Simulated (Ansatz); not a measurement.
HfO2 — coordination and ¹⁷O quadrupole coupling

Cell: an entry of the Crystallography Open Database (COD), ions relaxed with PBE at fixed cell.

Space group Pbca (No. 61); a = 5.0598, b = 10.0172, c = 5.2276 Å.

| site | Wyckoff | site symmetry | x | y | z |
| --- | --- | --- | --- | --- | --- |
| Hf | 8c | 1 | 0.7451 | 0.8845 | 0.9649 |
| O9 | 8c | 1 | 0.8705 | 0.7907 | 0.6240 |
| O17 | 8c | 1 | 0.5029 | 0.9764 | 0.2617 |

One atom of each set is listed.

The numbers come from a DFT calculation in Ansatz (r2SCAN, plane waves and PAW (field gradients read without the response of the frozen cores, which leaves them typically 4 to 6 % off), scalar-relativistic, 500 eV cutoff, Γ-centred 4×2×4 k-points, Fermi–Dirac smearing 0.02 eV).

Q(¹⁷O) = -25.58 mb.

Question: Rank these O sites by |C_Q|, smallest first.
A. O17: 4 Hf at 2.14–2.22 Å
B. O9: 3 Hf at 2.04–2.17 Å; also 1 Hf at 3.33 Å

Answer: A (1.00 MHz, η = 0.66), B (1.87 MHz, η = 0.49).

Like point charges on the first shell alone (each adding as 1/d³) would give the same order.

Without spin–orbit coupling the gradients at and beside Hf can be off by some per cent, at some sites by more.
